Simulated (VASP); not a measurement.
# Pb in VASP: reference runs

Aim: a first look at Pb with PBE, on the cell as given.

All numbers are computed with VASP 6.6.1; they aren't measurements. Logs are shortened: lines on timing, memory, paths and dates and some standing lists are left out, and cuts for length are marked.

## Step 1: The cell of the first run

The cell holds a slab with vacuum, 4 atoms: a = 3.480 Å, b = 3.480 Å, c = 23.385 Å, α = 90.00°, β = 90.00°, γ = 120.00°.

The slab is cut from a database's or a generator's crystal, which needn't be the stable form of the element.

## Step 2: Single point, PBE (the (0 0 1) slab of Pb, cut from the database cell, not relaxed)

Input file INCAR:

```
PREC = Accurate ; ENCUT = 520
EDIFF = 1E-7 ; ISMEAR = -1
SIGMA = 0.05 ; LREAL = F
LASPH = T ; NELM = 80
ALGO = Normal ; ISIF = 2
LWAVE = F ; LCHARG = F
LDIPOL = T ; IDIPOL = 3
DIPOL = 0.5 0.5 0.500 ; GGA = PE
NBANDS = 36
```

Input file KPOINTS:

```
regular mesh
0
Gamma
  9 9 1
```

Input file POSCAR:

```
Pb
1.0
    3.4800006906      0.0000000000      0.0000000000
   -1.7400003453      3.0137690032      0.0000000000
    0.0000000000      0.0000000000     23.3850000000
Pb
4
Direct
    0.6666666667      0.3333333334      0.3207184092
    0.3333333333      0.6666666666      0.4402394697
    0.6666666667      0.3333333334      0.5597605303
    0.3333333333      0.6666666666      0.6792815908
```

Potentials or basis: VASP PAW PBE potentials, release 64 (Pb_d).

Started as:

```sh
$ cat potpaw_PBE.64/Pb_d/POTCAR > POTCAR
$ mpirun -np 1 vasp_std > vasp.out
```

OUTCAR:

```text
PREC = Accurate
   ENCUT = 520
   EDIFF = 1E-7
   ISMEAR = -1
   LREAL = F
   LASPH = T
   NELM = 80
   ISIF = 2
   GGA = PE

 ion  position               nearest neighbor table
   1  0.667  0.333  0.321-   2 3.44   2 3.44   2 3.44
   2  0.333  0.667  0.440-   1 3.44   1 3.44   1 3.44   3 3.44   3 3.44   3 3.44
   3  0.667  0.333  0.560-   4 3.44   4 3.44   4 3.44   2 3.44   2 3.44   2 3.44
   4  0.333  0.667  0.679-   3 3.44   3 3.44   3 3.44

  LATTYP: Found a hexagonal cell.
 ALAT       =     3.4800006906
 C/A-ratio  =     6.7198262527

  Lattice vectors:

 A1 = (   3.4800006906,   0.0000000000,   0.0000000000)
 A2 = (  -1.7400003453,   3.0137690032,   0.0000000000)
 A3 = (   0.0000000000,   0.0000000000,  23.3850000000)

Analysis of symmetry for initial positions (statically):
=====================================================================
 Subroutine PRICEL returns:
 Original cell was already a primitive cell.

 Routine SETGRP: Setting up the symmetry group for a
 hexagonal supercell.

 Subroutine GETGRP returns: Found 12 space group operations
 (whereof 12 operations were pure point group operations)
 out of a pool of 24 trial point group operations.

The static configuration has the point symmetry D_3d.

Analysis of symmetry for dynamics (positions and initial velocities):
=====================================================================
 Subroutine PRICEL returns:
 Original cell was already a primitive cell.

 Routine SETGRP: Setting up the symmetry group for a
 hexagonal supercell.

 Subroutine GETGRP returns: Found 12 space group operations
 (whereof 12 operations were pure point group operations)
 out of a pool of 24 trial point group operations.

The dynamic configuration has the point symmetry D_3d.

 Subroutine INISYM returns: Found 12 space group operations
 (whereof 12 operations are pure point group operations),
 and found     1 'primitive' translations

----------------------------------------------------------------------------------------

                                     Primitive cell

  volume of cell :     245.2600

  direct lattice vectors                    reciprocal lattice vectors
     3.480000691  0.000000000  0.000000000     0.287356265  0.165905217  0.000000000
    -1.740000345  3.013769003  0.000000000     0.000000000  0.331810434  0.000000000
     0.000000000  0.000000000 23.385000000     0.000000000  0.000000000  0.042762455

[... 80 lines left out ...]
   ISIF   =      2    stress and relaxation
   ISYM   =      2    0-nonsym 1-usesym 2-fastsym
   POTIM  = 0.5000    time-step for ionic-motion
   TEBEG  =    0.0;   TEEND  =   0.0 temperature during run
   PSTRESS=    0.0 pullay stress
   NELECT =      56.0000    total number of electrons
   NUPDOWN=      -1.0000    fix difference up-down
   EMIN   =  10.00;   EMAX   =-10.00  energy-range for DOS
   EFERMI =   0.00;   METHOD = LEGACY
   ISMEAR =    -1;   SIGMA  =   0.05  broadening in eV -4-tet -1-fermi 0-gaus
   EFERMI_NEDOS =   21; number of points for ismear=-14 and -15
   IALGO  =     38    algorithm
   IMIX   =      4    mixing-type and parameters
     AMIX     =   0.40;   BMIX     =  1.00
     AMIX_MAG =   1.60;   BMIX_MAG =  1.00
  volume/ion in A,a.u.               =      61.31       413.77
  Fermi-wavevector in a.u.,A,eV,Ry     =   1.000603  1.890866 13.622249  1.001207
  Thomas-Fermi vector in A             =   2.132971
   LORBIT       =      0    0 simple, 1 ext, 2 COOP (PROOUT), +10 PAW based schemes
   GGA     = PE    functional components
   LHFCALC =     F    Hartree Fock is set to
   AEXX    =    0.0000 exact exchange contribution
   IVDW    =     0    specifies the selected vdW correction
   LEPSILON=     F    determine dielectric tensor
   LRPA    =     F    only Hartree local field effects (RPA)
 non-spin polarized calculation
  energy-cutoff  :      520.00
  volume of cell :      245.26
 maximum number of plane-waves:      6687
 NGX is ok and might be reduce to    28
   NGX = 13   NGY = 13   NGZ = 87

 dipolmoment           0.000000      0.000000      0.000000 electrons x Angstroem

 number of electron      56.0000007 magnetization

 dipolmoment           0.000000      0.000000     -0.000000 electrons x Angstroem

 Free energy of the ion-electron system (eV)
  ---------------------------------------------------
  ext. energy  EPLUGINS =         0.00000000
  ---------------------------------------------------
  free energy    TOTEN  =       -13.87998473 eV

  energy without entropy =      -13.87278572  energy(sigma->0) =      -13.87638523

 E-fermi :   1.6577     XC(G=0):  -5.6136

 val. band max:        1.4253784796   @ k =   0.2222   0.1111   0.0000
 cond. band min:       1.6928110621   @ k =   0.4444   0.0000   0.0000
 fundamental gap:      0.2674325825
 Fermi energy:         1.6576509260

 k-point     1 :       0.0000    0.0000    0.0000
  band No.  band energies     occupation
      1     -15.3978      2.00000
      2     -15.3941      2.00000
      3     -15.3561      2.00000
      4     -15.3468      2.00000
      5     -15.3468      2.00000
      6     -15.3388      2.00000
[... 457 lines left out ...]
     35       5.5458      0.00000
     36       5.5458      0.00000

------------------------ aborting loop because EDIFF is reached ----------------------------------------

 vacuum level on the upper side and lower side of the slab       (xc-potential included)        -0.122        -0.122

  FORCE on cell =-STRESS in cart. coord.  units (eV):
  Direction    XX          YY          ZZ          XY          YZ          ZX
  --------------------------------------------------------------------------------------
  -------------------------------------------------------------------------------------
  Total        1.1999730      1.1999730      1.2561964      0.0000000      0.0000000     -0.0000000
  in kB        7.8389047      7.8389047      8.2061879      0.0000000      0.0000000     -0.0000000
  external PRESSURE =       7.9613324 kB  Pullay stress =       0.0000000 kB

 VOLUME and BASIS-vectors are now :
 -----------------------------------------------------------------------------
  energy-cutoff  :      520.00
  volume of cell :      245.26
      direct lattice vectors                 reciprocal lattice vectors
     3.480000691  0.000000000  0.000000000     0.287356265  0.165905217  0.000000000
    -1.740000345  3.013769003  0.000000000     0.000000000  0.331810434  0.000000000
     0.000000000  0.000000000 23.385000000     0.000000000  0.000000000  0.042762455

 POSITION                                       TOTAL-FORCE (eV/Angst)
 -----------------------------------------------------------------------------------
      1.74000      1.00459      7.50000        -0.000000      0.000000     -0.019955
     -0.00000      2.00918     10.29500        -0.000000     -0.000000     -0.408527
      1.74000      1.00459     13.09000        -0.000000      0.000000      0.408527
     -0.00000      2.00918     15.88500         0.000000     -0.000000      0.019955
 -----------------------------------------------------------------------------------
    total drift:                                0.000000      0.000000     -0.000000

  FREE ENERGIE OF THE ION-ELECTRON SYSTEM (eV)
  ---------------------------------------------------
  free  energy   TOTEN  =       -13.8799847285 eV

  energy  without entropy=      -13.8727857242  energy(sigma->0) =      -13.87638523

 vacuum level on the upper side and lower side of the slab         5.363         5.363
```

Run time: 4.2 min. Hardware: 1 thread of Intel Xeon Platinum 8488C (Sapphire Rapids), shared host; peak memory 0.38 GiB.

Results:

```
Free energy            : -13.8800 eV
Largest force          : 0.409 eV/Å
Band gap on the k mesh : none (metal or under the smearing width)
```

Forces on the atoms (eV/Å):
```
Pb   0.000  0.000 -0.020
Pb   0.000  0.000 -0.409
Pb   0.000  0.000  0.409
Pb   0.000  0.000  0.020
```

Spin-orbit coupling is left out, which matters for the levels of Pb.
